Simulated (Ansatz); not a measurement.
Runs of Ansatz 0.2.0 on InPd. The structure is cubic, space group Fm-3m (No. 225). Conventional cell: a = 5.492 Å, b = 5.492 Å, c = 5.492 Å, α = 90.00°, β = 90.00°, γ = 90.00°. Around In (site symmetry m-3m) lie 6 Pd at 2.75 Å. Pd (site symmetry m-3m) is surrounded by 6 In at 2.75 Å. The cell was built by a generator and needn't be a form met in nature.

| task | spin | cell | k mesh | target pressure (GPa) | points for each segment of the path | gap on the mesh (eV) | pressure (GPa) | relaxed volume (Å³/atom) |
| --- | --- | --- | --- | --- | --- | --- | --- | --- |
| relaxation of cell and atoms | off | relaxed to 30 GPa | 8 × 8 × 8 | 30 | - | none | 30.0 | - |
| relaxation of cell and atoms | off | relaxed | 6 × 6 × 6 | - | - | none | 0.0 | (a) |
| band structure | off | as given | 6 × 6 × 6 | - | 14 | none | 0.1 | - |
| relaxation of cell and atoms | off | relaxed to 20 GPa | 8 × 8 × 8 | 20 | - | none | 20.0 | - |
| band structure | SOC, no magnetisation | as given | 6 × 6 × 6 | - | 14 | none | 0.0 | - |
| relaxation of cell and atoms | off | relaxed to 10 GPa | 8 × 8 × 8 | 10 | - | none | 10.0 | - |
| relaxation of cell and atoms | SOC, no magnetisation | relaxed | 6 × 6 × 6 | - | - | none | 0.0 | 20.71 |

Alike in all rows: level PBE; potentials or basis Ansatz PAW; cutoff (eV) 420; smearing fermi-dirac 0.05 eV.

Problem. Fill in the values left out.

Solution. (a) 20.74.

Caveats: the plane-wave basis is chosen anew once the cell has moved, so the energies of steps on either side of that aren't comparable (some runs); the volume moved by over 15 % at a fixed basis, so the end points are rough (some runs); spin-orbit coupling is left out, which moves the levels of the heavy elements (some runs).

A k mesh can miss the band edges, and rows without SOC leave out spin-orbit coupling on In, Pd.

A gap of «none» marks a metal or a gap under the smearing width.
